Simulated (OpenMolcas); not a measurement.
**One shape, several levels: C3H6O (SMILES CCC=O)**

Wanted: a comparison of 6 runs (HF/cc-pVDZ, B3LYP/6-31G*, BHLYP/cc-pVDZ, M06-2X/cc-pVDZ, MP2/cc-pVDZ, CCSD(T)/cc-pVDZ) of C3H6O. 

The calculation is run with OpenMolcas 26.06.

## (1) Starting point

C3H6O: 10 atoms, total charge 0, spin state singlet. SMILES: `CCC=O`. The shape is that of a PBE0-D4/def2-TZVP optimisation. This is one conformer, not always the lowest.

Bond lengths: C1–C2 1.524 Å, C2–C3 1.499 Å, C3–O4 1.200 Å, C1–H5 1.091 Å, C1–H6 1.093 Å, C1–H7 1.092 Å, C2–H8 1.091 Å, C2–H9 1.098 Å, C3–H10 1.115 Å. Some angles: C1–C2–C3 111.5°, C2–C3–O4 125.2°, C1–C2–H8 112.1°, C1–C2–H9 109.4°, C3–C2–H8 108.7°, C3–C2–H9 106.9°, C2–C1–H5 110.8°, C2–C1–H6 111.3°, C2–C1–H7 111.1°, C2–C3–H10 114.5°.

## (2) Energy and forces at HF/cc-pVDZ (run 1)

Contents of calc.input:

```
&GATEWAY
BasLib=$CurrDir
BasisSet
C.cc-pVDZ....
C1 -0.707700 0.551310 0.734520 angstrom
C2 0.009990 -0.611320 0.059310 angstrom
C3 0.904630 -0.138160 -1.046290 angstrom
End of Basis
BasisSet
O.cc-pVDZ....
O4 0.876860 -0.536860 -2.177460 angstrom
End of Basis
BasisSet
H.cc-pVDZ....
H5 -1.291210 0.203260 1.587990 angstrom
H6 0.002580 1.297550 1.100060 angstrom
H7 -1.389300 1.048470 0.041120 angstrom
H8 -0.687970 -1.346680 -0.344940 angstrom
H9 0.650120 -1.119310 0.792320 angstrom
H10 1.632020 0.651720 -0.746620 angstrom
End of Basis
&SEWARD
&SCF
Thresholds=1e-10 1e-07 1e-07 1e-05
PrOrbitals=1 1
&ALASKA
```

The basis set cc-pVDZ is read from a file made from the Basis Set Exchange's data (not shown).

The run is started by

```
export MOLCAS_MEM=1860
pymolcas calc.input > calc.log
```

The program printed:

```text
--- Start Module: gateway ---
[...]
--- Stop Module: gateway /rc=_RC_ALL_IS_WELL_ ---
[...]
      Basis functions           86
[...]
--- Start Module: scf ---
[...]
       Convergence after  15 Iterations
[...]
::    Total SCF energy                               -191.9656878565
[...]
      Total spin, S                                     0.0000000000
[...]
      Total electronic charge=   32.000000
      Total            charge=   -0.000000
[...]
      Dipole Moment (debye):
      Origin of the operator (angstrom)=    0.2656   -0.1762   -0.6101
                   X= -3.8122E-01               Y=  7.5256E-01               Z=  2.9682E+00           Total=  3.0857E+00
      Quadrupole Moment (debye*angstrom):
[...]
--- Stop Module: scf /rc=_RC_ALL_IS_WELL_ ---
[...]
--- Start Module: alaska ---
[...]
 *              Molecular gradients               *
 **************************************************
  Irreducible representation: a
 ------------------------------------------------------------------------------------------
                              X                       Y                       Z
 ------------------------------------------------------------------------------------------
  C1                2.36842102017087E-03   -2.11300883896470E-03   -1.72653784672594E-03
  C2               -8.14072040018710E-04    4.19014567855092E-03   -1.53742316758221E-03
  C3               -4.64953255610601E-03    3.43985341370168E-03    2.54747107972779E-02
  O4               -6.01160874799778E-04   -8.54309288234578E-03   -2.53801183753737E-02
  H5                6.59391838242485E-06    1.62195106596652E-05    2.29325929675728E-04
  H6                1.00678655075015E-04    9.94264140641299E-05   -2.45443834634873E-04
  H7                1.82376459260780E-04   -1.59132355242564E-04   -1.44428778225958E-06
  H8               -5.28417690529359E-04   -9.46234411238311E-04   -2.58981805550285E-04
[...]
--- Stop Module: alaska /rc=_RC_ALL_IS_WELL_ ---
[...]
```

Wall time 8.4 s (1 thread of Arm Neoverse V1, shared host); peak memory 0.47 GiB.

## (3) Energy and forces at B3LYP/6-31G(d) (Cartesian functions) (run 2)

Contents of run.inp:

```
&GATEWAY
BasLib=$CurrDir
Coord
10
angstrom
C       -0.707700       0.551310       0.734520
C        0.009990      -0.611320       0.059310
C        0.904630      -0.138160      -1.046290
O        0.876860      -0.536860      -2.177460
H       -1.291210       0.203260       1.587990
H        0.002580       1.297550       1.100060
H       -1.389300       1.048470       0.041120
H       -0.687970      -1.346680      -0.344940
H        0.650120      -1.119310       0.792320
H        1.632020       0.651720      -0.746620
Basis=6-31Gs
Group=NoSym
&SEWARD
GridInput
Grid=UltraFine
End of Grid
&SCF
KSDFT=B3LYP
Thresholds=1e-10 1e-07 1e-07 1e-05
PrOrbitals=1 2
&ALASKA
```

The basis set 6-31G* is read from a file made from the Basis Set Exchange's data (not shown).

The run is started by

```
export MOLCAS_MEM=1860
pymolcas run.inp > run.log
```

The program printed:

```text
--- Start Module: gateway ---
[...]
--- Stop Module: gateway /rc=_RC_ALL_IS_WELL_ ---
[...]
      Basis functions           72
[...]
--- Start Module: scf ---
[...]
       Convergence after  14 Iterations
[...]
::    Total KS-DFT energy                            -193.1429524123
[...]
      Total spin, S                                     0.0000000000
[...]
      Total electronic charge=   32.000000
      Total            charge=   -0.000000
[...]
      Dipole Moment (debye):
      Origin of the operator (angstrom)=    0.2656   -0.1762   -0.6101
                   X= -4.2238E-01               Y=  5.7797E-01               Z=  2.6079E+00           Total=  2.7044E+00
      Quadrupole Moment (debye*angstrom):
[...]
--- Stop Module: scf /rc=_RC_ALL_IS_WELL_ ---
[...]
--- Start Module: alaska ---
[...]
 *              Molecular gradients               *
 **************************************************
  Irreducible representation: a
 ------------------------------------------------------------------------------------------
                              X                       Y                       Z
 ------------------------------------------------------------------------------------------
  C1                2.48782971509609E-03   -2.78627215011662E-03   -2.40370818891256E-03
  C2               -3.07964561473861E-04    4.11123012568648E-03   -2.30692436502977E-03
  C3               -3.88458142794157E-03   -7.20579242620101E-03   -1.04077404318250E-02
  O4                3.43178641263320E-04    6.79768300384609E-03    1.91675335559509E-02
  H5                1.46521994046789E-03    5.01570802439510E-04   -1.93280448770716E-03
  H6               -1.29292017510974E-03   -1.74591702624260E-03   -8.41505802163134E-04
  H7                1.55622863351823E-03   -1.31053765558797E-03    1.20650996056204E-03
  H8                1.22533260543278E-03    1.42842222192030E-03    8.21270836590893E-04
[...]
--- Stop Module: alaska /rc=_RC_ALL_IS_WELL_ ---
[...]
```

Run time: 35 s. Hardware: 1 thread of Arm Neoverse V1, shared host; peak memory 0.42 GiB.

Runs 3 to 5 aren't shown in full; the table further down has their settings and results.

## (4) A single-point energy at CCSD(T)/cc-pVDZ (run 6)

Contents of mol.xyz:

```xyz
10

C     -0.707700     0.551310     0.734520
C      0.009990    -0.611320     0.059310
C      0.904630    -0.138160    -1.046290
O      0.876860    -0.536860    -2.177460
H     -1.291210     0.203260     1.587990
H      0.002580     1.297550     1.100060
H     -1.389300     1.048470     0.041120
H     -0.687970    -1.346680    -0.344940
H      0.650120    -1.119310     0.792320
H      1.632020     0.651720    -0.746620
```

Contents of job.input:

```
&GATEWAY
  BasLib=$CurrDir
  Coord=mol.xyz
  Basis=cc-pVDZ
  Group=NoSym

&SEWARD

&SCF
  Thresholds=1e-10 1e-07 1e-07 1e-05
  PrOrbitals=1 2

&RASSCF
  FileOrb=$Project.ScfOrb
  Spin=1
  Nactel=0 0 0
  Inactive=16
  Ras2=0
  OutOrbitals=Canonical
  OrbListing=NoCore

&MOTRA
  JobIph
  Frozen=4

&CCSDT
  CCT
  Triples=2
  Iterations=80
  Accuracy=1e-08
  Extrapolation=5 4
```

The basis set cc-pVDZ is read from a file made from the Basis Set Exchange's data (not shown).

The run is started by

```
export MOLCAS_MEM=1860
pymolcas job.input > job.log
```

The program printed:

```text
--- Start Module: gateway ---
[...]
--- Stop Module: gateway /rc=_RC_ALL_IS_WELL_ ---
[...]
      Basis functions           86
[...]
       Convergence after  15 Iterations
[...]
::    Total SCF energy                               -191.9656878565
[...]
      Total spin, S                                     0.0000000000
[...]
      Number of active orbitals                  0
[...]
      Spin quantum number                      0.0
[...]
      Active orbitals                            0
[...]
      Number of CSFs                             1
[...]
      Number of root(s) required                 1
[...]
      Convergence after  4 iterations
[...]
      Natural orbitals and occupation numbers for root  1
      ************************************************************************************************************************
      *                                                    Final results                                                     *
      ************************************************************************************************************************
[...]
::    RASSCF root number  1 Total energy:   -191.96568786
[...]
      Total electronic charge=   32.000000
      Total            charge=   -0.000000
[...]
      Dipole Moment (debye):
      Origin of the operator (angstrom)=    0.2656   -0.1762   -0.6101
                   X= -3.8122E-01               Y=  7.5256E-01               Z=  2.9682E+00           Total=  3.0857E+00
      Quadrupole Moment (debye*angstrom):
[...]
--- Start Module: motra ---
[...]
      *** WARNING: Default frozen orbitals is overwritten by user input.
      *** Default values:   4
[...]
--- Stop Module: motra /rc=_RC_ALL_IS_WELL_ ---
[...]
--- Start Module: ccsdt ---
[...]
      Convergence after                    17  Iterations
      Total energy (diff) :    -192.60590514       0.00000000
[...]
 METHOD                       : CCSD+T(CCSD)+<T3(1)WT1> = CCSD(T)
[...]
       CCSD     =      -192.6059051378780
[...]
--- Stop Module: ccsdt /rc=_RC_ALL_IS_WELL_ ---
[...]
```

It took 66 s on 1 thread of Arm Neoverse V1, shared host; peak memory 0.47 GiB.

## (5) The series

| run | level | Cartesian functions | integration grid | energy (Eh) | dipole moment (D) of the reference | HOMO energy (eV) | LUMO energy (eV) | wall time |
| --- | --- | --- | --- | --- | --- | --- | --- | --- |
| 1 | HF/cc-pVDZ | no | – | -191.965688 | 3.09 | -11.24 | 4.00 | 8.4 s |
| 2 | B3LYP/6-31G* (Cartesian functions) | yes | UltraFine | -193.142952 | 2.70 | -6.82 | -0.51 | 35 s |
| 3 | BHLYP/cc-pVDZ | no | UltraFine | -193.035540 | 2.80 | -8.71 | 0.95 | 46 s |
| 4 | M06-2X/cc-pVDZ | no | UltraFine | -193.061101 | 2.68 | -8.68 | 0.79 | 63 s |
| 5 | MP2/cc-pVDZ | no | – | -192.564812 | 3.09 | -11.24 | 4.00 | 6.6 s |
| 6 | CCSD(T)/cc-pVDZ | no | – | -192.625416 | 3.09 | -11.24 | 4.00 | 66 s |

## (6) What came out

| quantity | value |
| --- | --- |
| run 6: total energy | -192.62542 Eh |
| run 6: dipole moment (mean-field density) | 3.09 D |
| run 6: HOMO energy (Hartree–Fock orbitals) | -11.24 eV |
| run 6: LUMO energy (Hartree–Fock orbitals) | 4.00 eV |
| run 6: HOMO–LUMO gap (Hartree–Fock orbitals) | 15.24 eV |
| run 6: correlation energy (4 core orbitals frozen) | -659.7 mEh |
| run 6: (T) correction | -19.51 mEh |

**Reading.** Below the HF energy at the same shape and in the same basis (cc-pVDZ): MP2 -599.1 mEh; CCSD(T) -659.7 mEh. Over runs 1, 2, 3, 4 the dipole moment (its size) runs from 2.68 D (M06-2X/cc-pVDZ) to 3.09 D (HF/cc-pVDZ). Over runs 1, 2, 3, 4 the HOMO–LUMO gap runs from 6.30 eV (B3LYP/6-31G*) to 15.24 eV (HF/cc-pVDZ). The two ends differ in method and basis. Totals of different functionals can't be ranked against each other. All runs together took 3.7 min, the longest 66 s.
